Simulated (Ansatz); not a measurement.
# The stack of 2H-WS2 under Sc2COS MXene, shifted by two thirds of the diagonal between two gates, part 3 of 3

Aim: screening and gap of the neutral stack of 2H-WS2 under Sc2COS MXene, shifted by two thirds of the diagonal between oppositely charged gates.

Ansatz 0.2.0; plane-wave DFT, PBE-D3(BJ), Ansatz PAW (the session's first sound run).

So far. Step 6 (Gated layer, displacement field 2.71 V/nm): Of the bands kept, 3 cross the Fermi level on this path.

## (7) Gated layer, displacement field 3.62 V/nm

Input file input.yaml:

```yaml
crystal:
  lattice:
    - [3.2287010475, 0.0, 0.0]
    - [-1.6143505238, 2.7961371284, 0.0]
    - [0.0, 0.0, 53.3247270852]
  atoms:
    - { symbol: S, position: [0.3333333333, 0.6666666667, 0.3938135486] }
    - { symbol: W, position: [0.0, 0.0, 0.4229317182] }
    - { symbol: S, position: [0.3333333333, 0.6666666667, 0.4518818165] }
    - { symbol: S, position: [0.0, 0.0, 0.5053803939] }
    - { symbol: Sc, position: [0.3333333333, 0.6666666667, 0.5370479017] }
    - { symbol: C, position: [0.6666666667, 0.3333333333, 0.5606646913] }
    - { symbol: Sc, position: [0.0, 0.0, 0.592165916] }
    - { symbol: O, position: [0.3333333333, 0.6666666667, 0.6061864514] }
  periodic: [true, true, false]
  symmetry: { detect: true }
kpoints:
  mp_grid: { grid: [30, 30, 1] }
  band_path:
    path: [[0, 0, 0], [0.5, 0, 0], [0.33333333, 0.33333333, 0], [0, 0, 0]]
    npoints: 16
hamiltonian:
  xc: pbe
  dispersion: d3bj
scf:
  occupations: { method: fermi_dirac, width: 0.05 }
  convergence: { dr2_threshold: 1.0e-10 }
output:
  forces: true
  eigenvalues: true
  dos: { projected: true, e_range: [-3, 3], de: 0.01 }
  write_potential: true
  write_density: true
  volumetric_format: npy
  elf: true
external_charges:
  - { charge: 0, barrier: 10, axis: 3, height: 36.825, sigma: 0.25 }
  - { charge: -0.018056, axis: 3, height: 38.325, sigma: 0.5 }
  - { charge: 0, barrier: 10, axis: 3, height: 16.5, sigma: 0.25 }
  - { charge: 0.018056, axis: 3, height: 15.0, sigma: 0.5 }
```

Run with:

```bash
ansatz run input.yaml --threads 4 --pin off --max-ram 6144MiB --backend cpu --events-out ev --progress --plain --runs-dir out
```

Numbers of over 12 decimals in the logs are rounded to 6 here.

The program printed:

```text
[...]
Crystal: 8 atoms, lattice volume = 481.410 Å³
Basis set: ecut = 420 eV, 9599 PW (Γ), exchange–correlation on 48×48×720 points (8 copies of the dense FFT grid, shifted against one another)
Bands: 40, of which v1, the nominal top of the filled ones, is band 32 counted from 1 (31 counted from 0)
Symmetry: 6 space group operations
[...]
k-points: 91 of 900 (time reversal used)
[...]
--- Band table (eV; the first three rows and the last of 91) ---
  k-point 0: bands = [... 28 lower, -6.3060, -6.3060, -5.6835, -4.4860, -4.4860, -3.6368, -3.6368, -3.4086, ... 4 higher]
  k-point 1: bands = [... 28 lower, -6.3050, -6.3021, -5.6840, -4.5832, -4.5239, -3.6571, -3.6027, -3.4420, ... 4 higher]
  k-point 2: bands = [... 28 lower, -6.3094, -6.3029, -5.7005, -4.8436, -4.6277, -3.7093, -3.5221, -3.5197, ... 4 higher]
  k-point 90: bands = [... 28 lower, -7.9019, -7.5531, -7.0225, -6.6743, -6.4362, -4.8147, -3.0405, -2.4521, ... 4 higher]
[key lines of the parts left out:]
SCF converged after 22 iterations
Free energy (F): -18189.540545 eV
Fermi energy:    -6.112514 eV
```

Wall time 1.7 min (4 threads of AMD EPYC 7R13 (Zen 3), shared host); peak memory 1.7 GiB.

There is no gap.

## (8) Gated layer, displacement field -1.81 V/nm

input.yaml, as its differences from that of step 7:

```diff
@@ -37,4 +37,4 @@
   - { charge: 0, barrier: 10, axis: 3, height: 36.825, sigma: 0.25 }
-  - { charge: -0.018056, axis: 3, height: 38.325, sigma: 0.5 }
+  - { charge: 0.009028, axis: 3, height: 38.325, sigma: 0.5 }
   - { charge: 0, barrier: 10, axis: 3, height: 16.5, sigma: 0.25 }
-  - { charge: 0.018056, axis: 3, height: 15.0, sigma: 0.5 }
+  - { charge: -0.009028, axis: 3, height: 15.0, sigma: 0.5 }
```

The program printed:

```text
[...]
Crystal: 8 atoms, lattice volume = 481.410 Å³
Basis set: ecut = 420 eV, 9599 PW (Γ), exchange–correlation on 48×48×720 points (8 copies of the dense FFT grid, shifted against one another)
Bands: 40, of which v1, the nominal top of the filled ones, is band 32 counted from 1 (31 counted from 0)
Symmetry: 6 space group operations
[...]
k-points: 91 of 900 (time reversal used)
[...]
--- Band table (eV; the first three rows and the last of 91) ---
  k-point 0: bands = [... 28 lower, -6.2292, -6.2292, -5.5298, -4.4096, -4.4096, -3.4040, -3.4040, -3.1809, ... 4 higher]
  k-point 1: bands = [... 28 lower, -6.2283, -6.1928, -5.5376, -4.5072, -4.4477, -3.4223, -3.3688, -3.2141, ... 4 higher]
  k-point 2: bands = [... 28 lower, -6.2263, -6.1595, -5.5715, -4.7682, -4.5518, -3.4666, -3.2970, -3.2714, ... 4 higher]
  k-point 90: bands = [... 28 lower, -7.8747, -7.4614, -6.9620, -6.6571, -6.2092, -4.5940, -2.8171, -2.2218, ... 4 higher]
[key lines of the parts left out:]
SCF converged after 22 iterations
Free energy (F): -18189.591969 eV
Fermi energy:    -6.045364 eV
```

Run time: 1.7 min. Hardware: 4 threads; peak memory 1.7 GiB.

There is no gap.

## (9) The series together

This step: plane-wave DFT, PBE-D3(BJ), Ansatz PAW; response to a displacement field between two gates (Ansatz 0.2.0).

The potential behind each gate is read from every run and counted from the uncharged case.

This step gave:

```yaml
electrostatic_distance_between_the_gates: 10.84 Å
geometric_distance_between_the_gates: 23.32 Å
```

Electron's potential behind the upper gate less behind the lower, less the value without field. Table of step of the electron's potential energy between the gates by displacement field D/eps0:

```csv
displacement field D/eps0 (V/nm),step of the electron's potential energy between the gates (eV)
-1.81,-1.95
0.00,0
0.90,0.980
1.81,1.96
2.71,2.95
3.62,3.93
```

By hand: 3.62 V/nm over the 23.32 Å between the sheets would give 8.44 V in vacuum; the run has 3.93 V, as over 10.86 Å.

## (10) The same run with other settings

This step: plane-wave DFT, PBE-D3(BJ), Ansatz PAW (Ansatz 0.2.0).

An input spoilt on purpose, to show how the run answers: it repeats the earlier run at 0.905 V/nm with scf.max_iter to 3.

input.yaml, as its differences from that of step 8:

```diff
@@ -27,2 +27,3 @@
   convergence: { dr2_threshold: 1.0e-10 }
+  max_iter: 3
 output:
@@ -30,3 +31,2 @@
   eigenvalues: true
-  dos: { projected: true, e_range: [-3, 3], de: 0.01 }
   write_potential: true
@@ -34,7 +34,6 @@
   volumetric_format: npy
-  elf: true
 external_charges:
   - { charge: 0, barrier: 10, axis: 3, height: 36.825, sigma: 0.25 }
-  - { charge: 0.009028, axis: 3, height: 38.325, sigma: 0.5 }
+  - { charge: -0.004514, axis: 3, height: 38.325, sigma: 0.5 }
   - { charge: 0, barrier: 10, axis: 3, height: 16.5, sigma: 0.25 }
-  - { charge: -0.009028, axis: 3, height: 15.0, sigma: 0.5 }
+  - { charge: 0.004514, axis: 3, height: 15.0, sigma: 0.5 }
```

The program printed:

```text
Engine: ansatz 0.2.0, x86_64-unknown-linux-gnu
Pseudopotentials: kind: paw
Pseudopotential: S, paw, valence charge 6, recommended cutoff 420 eV (normal), S.paw.azcp
Pseudopotential: W, paw, valence charge 14, recommended cutoff 420 eV (normal), W.paw.azcp
Pseudopotential: Sc, paw, valence charge 11, recommended cutoff 420 eV (normal), Sc.paw.azcp
Pseudopotential: C, paw, valence charge 4, recommended cutoff 420 eV (normal), C.paw.azcp
Pseudopotential: O, paw, valence charge 6, recommended cutoff 420 eV (normal), O.paw.azcp
Functional definition: PBE
  parameter kappa = 0.804
  parameter beta = 0.066725
  exchange = pbe_x(kappa = kappa, mu = beta*pi^2/3)
  correlation = pbe_c(beta = beta)
Crystal: 8 atoms, lattice volume = 481.410 Å³
Basis set: ecut = 420 eV, 9599 PW (Γ), exchange–correlation on 48×48×720 points (8 copies of the dense FFT grid, shifted against one another)
Bands: 40, of which v1, the nominal top of the filled ones, is band 32 counted from 1 (31 counted from 0)
Symmetry: 6 space group operations
Space group: P3m1 (ITA 156), of the structure as read, at distance tolerance 7.8e-5 Å
k-points: 91 of 900 (time reversal used)
Non-local potential: S, projectors of the file, l = 0: 2, l = 1: 2, l = 2: 2
Non-local potential: W, projectors of the file, l = 0: 3, l = 1: 2, l = 2: 2, l = 3: 1
Non-local potential: Sc, projectors of the file, l = 0: 3, l = 1: 2, l = 2: 3, l = 3: 1
Non-local potential: C, projectors of the file, l = 0: 2, l = 1: 2, l = 2: 1
Non-local potential: O, projectors of the file, l = 0: 2, l = 1: 2, l = 2: 1
PAW form: soft (Blöchl's): semilocal exchange-correlation on the pseudo side does not see the compensation charge
PAW one-centre angular grid: S, 110 points (default); XC on 64 Gauss nodes
PAW one-centre angular grid: W, 590 points (default); XC on 64 Gauss nodes
PAW one-centre angular grid: Sc, 590 points (default); XC on 64 Gauss nodes
PAW one-centre angular grid: C, 110 points (default); XC on 64 Gauss nodes
PAW one-centre angular grid: O, 110 points (default); XC on 64 Gauss nodes
Initial density: superposition of atomic densities (neutral atoms: chi_scale 0, normalization atom, screened), built separately for each of the 2 bonded fragments (scf.initial_density.interfragment_charge_transfer: auto; true builds it for the cell as a whole; a typed value also counts as a typed key of the start: scf.initial_density.chi_scale says what that changes, if anything)
Initial wavefunctions: pseudopotential atomic-orbital guess
Functional: x = pbe(κ = 0.804, μ = 0.219515), c = pbe(β = 0.066725)
SCF iter   1: F=—  HF=-18198.219281 eV  |F-HF|=—  |Δ(HF+E_count)|=         —  Δρ=6.49e-2  dr2=2.42e2  ethr=3.10e-3  ⟨swp⟩=15.0  Hψ=65436  notcnv=0
preconditioner: auto → LDOS  [metal: Δε(μ)=0.028 eV  Ē_g=8.371 eV  σ=0.050 eV  W_gap=0.14  n_scr=32 (ndim 8)  ℏωp=10.4 eV  f_vac=0.715  D(μ)=1.31/eV (n_scr^D=10)  β→1.0]
SCF iter   2: F=—  HF=-18346.377917 eV  |F-HF|=—  |Δ(HF+E_count)|=    1.48e2  Δρ=2.23e-1  dr2=9.37e3  ethr=3.10e-3  ⟨swp⟩=39.0  Hψ=121699  notcnv=0  recentre
SCF iter   3: F=—  HF=-18192.477460 eV  |F-HF|=—  |Δ(HF+E_count)|=    1.54e2  Δρ=3.90e-2  dr2=7.42e1  ethr=3.10e-3  ⟨swp⟩=32.8  Hψ=112343  notcnv=0
Error: did not converge after 3 iterations: dr2 = 7.42e1 (threshold 1.00e-10), under the density mixer `msr1`, which `scf.mixing.algorithm: auto` chose by the deck's other keys (type `scf.mixing.algorithm: msr1` to keep it); raise `scf.max_iter`, which need not help a stalled SCF, or adjust the mixing (`scf.mixing`) or, under a smearing, its width (`scf.occupations.width`, in either direction: another width is another result); this SCF holds its density and magnetisation to the symmetry operations that it keeps, and cannot end on a state that breaks one of them: if the state sought breaks one, re-run with `crystal.symmetry.detect: [rest of the remark cut]
```

Elapsed: 88 s, on 4 threads; peak memory 1.6 GiB.

No converged result was reached; the numbers in the log don't describe the system.

The program's message: “Error: did not converge after 3 iterations: dr2 = 7.42e1 (threshold 1.00e-10), under the density mixer `msr1`, which `scf.mixing.algorithm: auto` chose by the deck's other keys (type `scf.mixing.algor …”

The fault put into the input: too few SCF iterations.

## (11) A changed input

This step: plane-wave DFT, PBE-D3(BJ), Ansatz PAW, but for the change named below (Ansatz 0.2.0).

Another changed input: it repeats the earlier run at 0.905 V/nm with kpoints.mp_grid.shift to [0.5, 0.5, 0.0] and hamiltonian.xc from pbe to pbesol.

input.yaml, as its differences from that of step 10:

```diff
@@ -17,3 +17,3 @@
 kpoints:
-  mp_grid: { grid: [30, 30, 1] }
+  mp_grid: { grid: [30, 30, 1], shift: [0.5, 0.5, 0.0] }
   band_path:
@@ -22,3 +22,3 @@
 hamiltonian:
-  xc: pbe
+  xc: pbesol
   dispersion: d3bj
@@ -27,3 +27,2 @@
   convergence: { dr2_threshold: 1.0e-10 }
-  max_iter: 3
 output:
```

The program printed:

```text
Warning: crystal.symmetry: narrowed to the stabiliser of the k-point mesh — unitary ops 6 → 2; excluded 4 operations that carry a point of the 30×30×1 mesh (shift [0.5, 0.5, 0]) off the mesh (the run samples exactly the mesh kpoints.mp_grid names, as under crystal.symmetry.detect: false, and its converged state has the mesh's symmetry, not the crystal's; ε∞, the Born charges and the force constants of a linear response (`dielectric:` by the response, `phonons.method: dfpt`) are averaged over those of the crystal's operations that the state keeps within a tolerance, where `mesh_tensors`, `unaveraged_element` or `gamma_mean_max_change_ev_ang2` stands beside them; [rest of the remark cut]
[...]
Crystal: 8 atoms, lattice volume = 481.410 Å³
Basis set: ecut = 420 eV, 9599 PW (Γ), exchange–correlation on 48×48×720 points (8 copies of the dense FFT grid, shifted against one another)
Bands: 40, of which v1, the nominal top of the filled ones, is band 32 counted from 1 (31 counted from 0)
Symmetry: 2 space group operations
k-points: 240 of 900 (time reversal used)
[...]
SCF iter   1: F=—  HF=-17958.309596 eV  |F-HF|=—  |Δ(HF+E_count)|=         —  Δρ=6.15e-2  dr2=2.33e2  ethr=3.10e-3  ⟨swp⟩=12.7  Hψ=71974  notcnv=0  defer=82
[...]
SCF iter  25: F=-17950.200874 eV  HF=-17950.200874 eV  |F-HF|=1.46e-10  |Δ(HF+E_count)|=  1.64e-10  Δρ=1.84e-8  dr2=2.20e-12  ethr=1.00e-12  ⟨swp⟩=33.3  Hψ=107211  notcnv=0
SCF 1 converged in 25 iterations: F = -17950.200874 eV  dr2 = 2.20e-12
[...]
SCF converged after 25 iterations
Free energy (F): -17950.200874 eV
[...]
Internal energy: -17950.177686 eV  (E = F + TS)
E sigma→0 (E₀):  -17950.189280 eV
Entropy (-TS):   -0.023188 eV (-2.898 meV/atom)
Fermi energy:    -6.128449 eV
[...]
--- Forces (eV/Å), atoms and charges each counted from 1 ---
  atom   1  S     -0.00000471     0.00000272     0.33895924
  atom   2  W      0.00001276    -0.00000737     0.00788445
  atom   3  S     -0.00000212     0.00000122    -0.21546361
  atom   4  S     -0.00007965     0.00004598     0.13027463
  atom   5  Sc     0.00007377    -0.00004259    -0.00534177
  atom   6  C      0.00003566    -0.00002059    -0.03427577
  atom   7  Sc    -0.00018051     0.00010422     0.06067044
  atom   8  O      0.00014479    -0.00008359    -0.28251702
  external charge   1     0.00000000     0.00000000     0.00003934
  external charge   2     0.00000000     0.00000000    -0.00020430
  external charge   3     0.00000000     0.00000000    -0.00022964
  external charge   4     0.00000000     0.00000000     0.00020414
  max |Σ_I F_I| component, the external charges' with the atoms': 1.44e-7 eV/Å
--- Band table (eV; the first three rows and the last of 240) ---
  k-point 0: bands = [... 28 lower, -6.3103, -6.2981, -5.6439, -4.5483, -4.5029, -3.5789, -3.5364, -3.3462, ... 4 higher]
  k-point 1: bands = [... 28 lower, -6.3086, -6.2843, -5.6625, -4.7750, -4.5964, -3.6246, -3.4534, -3.4215, ... 4 higher]
  k-point 2: bands = [... 28 lower, -6.3084, -6.3008, -5.7246, -5.1132, -4.7405, -3.6849, -3.5174, -3.4495, ... 4 higher]
  k-point 239: bands = [... 28 lower, -7.4885, -7.2268, -6.7998, -6.7515, -5.6809, -3.7177, -3.7043, -3.2294, ... 4 higher]
```

The job ended after 4.8 min (4 threads; peak memory 3.2 GiB).

Numbers from this step:

* energy at zero smearing: -17950.1893 eV
* potential beyond the upper barrier and gate, less the barrier, from the Fermi level: 7.109 eV

Deep bands are left out, so band numbers here count from the lowest band kept and differ from the log's. The electronic bands at the labelled points (eV, zero at the Fermi level; # counts the bands kept):

```csv
point,#13,#14,#15,#16,#17,#18,#19,#20
Γ,-0.18,-0.18,0.49,1.66,1.66,2.57,2.57,2.81
halfway,-1.03,-0.86,-0.29,0.02,0.68,2.28,2.28,2.83
M,-1.36,-1.09,-0.67,-0.62,0.45,2.41,2.43,2.91
halfway,-1.60,-1.15,-0.83,-0.66,-0.27,2.11,3.09,3.23
K,-1.83,-1.42,-0.92,-0.59,-0.24,1.37,3.11,3.75
halfway,-1.13,-1.04,-0.47,-0.23,0.21,1.91,2.55,2.69
Γ,-0.18,-0.18,0.49,1.66,1.66,2.57,2.57,2.81
```

Force by atom:

```csv
atom,x (eV/Å),y (eV/Å),z (eV/Å),size
S1,0.000,0.000,0.339,0.339
W2,0.000,0.000,0.008,0.008
S3,0.000,0.000,-0.215,0.215
S4,0.000,0.000,0.130,0.130
Sc5,0.000,0.000,-0.005,0.005
C6,0.000,0.000,-0.034,0.034
Sc7,0.000,0.000,0.061,0.061
O8,0.000,0.000,-0.283,0.283
```

```csv
quantity,this run,earlier run,difference
"potential beyond the upper barrier and gate, less the barrier, from the Fermi level (eV)",7.109,7.055,0.054
```

It moves by +0.0542 eV.

Of the bands kept, 3 cross the Fermi level on this path.

## (12) What came out

```json
{
 "gap with uncharged gates": "none",
 "electrostatic distance between the gates": "10.8 Å",
 "geometric distance between the gates": "23.3 Å",
 "gap at 3.62 V/nm": "none"
}
```

The stack has no gap, with or without a field of 3.6 V/nm. The layers screen the field: the voltage is that of a vacuum gap 12.5 Å narrower than the real distance. The gates are charged sheets behind model barriers, not atoms. Gaps are the smaller of those on the path and on the mesh; band edges between these points would make them smaller still. The main runs have no spin polarisation; a magnetic state could lie lower and would change these results. Spin-orbit coupling is left out, which matters for the bands of elements this heavy. The MXene's terminations sit over the metal atoms of its far layer; the site over carbon or nitrogen, which some compounds prefer, was not run.

[Logs are printed without paths, hosts, clocks, repeated set-up lines and the standing remarks that a program may print on its own settings, such as how far it seeks lower states.]

[Hosts, paths, dates, database ids (printed as entryN), source tags and the programs' standing remarks are cut or masked in the printed files.]

[Maps of the electrostatic potential energy from Ansatz leave out the sawtooth potential of an applied field or a dipole correction, so their vacuum need not be flat; planar profiles and work functions include it.]
